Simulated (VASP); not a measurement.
A run of VASP 6.6.1 is set up as follows.

INCAR

```
ALGO = Normal ; EDIFF = 1E-7
EDIFFG = -0.005 ; ENCUT = 600
GGA = PE ; IBRION = 2
ISIF = 3 ; ISMEAR = 0
IVDW = 12 ; LASPH = T
LCHARG = F ; LREAL = F
LWAVE = F ; NELM = 80
NSW = 90 ; PREC = Accurate
SIGMA = 0.03
```

File KPOINTS:

```
k-points
0
Gamma
  8 8 8
```

The input POSCAR:

```
BaO                                     
1.0
   -0.0000000000      2.7846352052      2.7846352052
    2.7846352052      0.0000000000      2.7846352052
    2.7846352052      2.7846352052      0.0000000000
  Ba              O             
     1     1
Direct
     0.0000000000000000    0.0000000000000000    0.0000000000000000
     0.5000000000000000    0.5000000000000000    0.5000000000000000
```

Potentials or basis: VASP PAW PBE potentials, release 64 (Ba_sv, O).

Run with:

```bash
$ cat potpaw_PBE.64/Ba_sv/POTCAR potpaw_PBE.64/O/POTCAR > POTCAR
$ mpirun -np 1 vasp_std > vasp.out
```

Q: What does it give for the dispersion energy per atom?

A: -0.223 eV.

Q: Estimate the band gap on the k mesh.

A: 2.03 eV, direct.

Final structure:
```cif
data_structure
_symmetry_space_group_name_H-M 'P 1'
_symmetry_Int_Tables_number 1
_cell_length_a 3.9381
_cell_length_b 3.9381
_cell_length_c 3.9381
_cell_angle_alpha 60.000
_cell_angle_beta 60.000
_cell_angle_gamma 60.000
_cell_volume 43.19
loop_
_atom_site_label
_atom_site_type_symbol
_atom_site_fract_x
_atom_site_fract_y
_atom_site_fract_z
_atom_site_occupancy
Ba1 Ba 0.00000 0.00000 0.00000 1
O1 O 0.50000 0.50000 0.50000 1
```

Caveat: the relaxation stopped at its first step, so nothing moved; spin-orbit coupling is left out, which moves the levels of the heavy elements. Expect the measured gap to be larger: semilocal functionals such as PBE lack the derivative discontinuity.
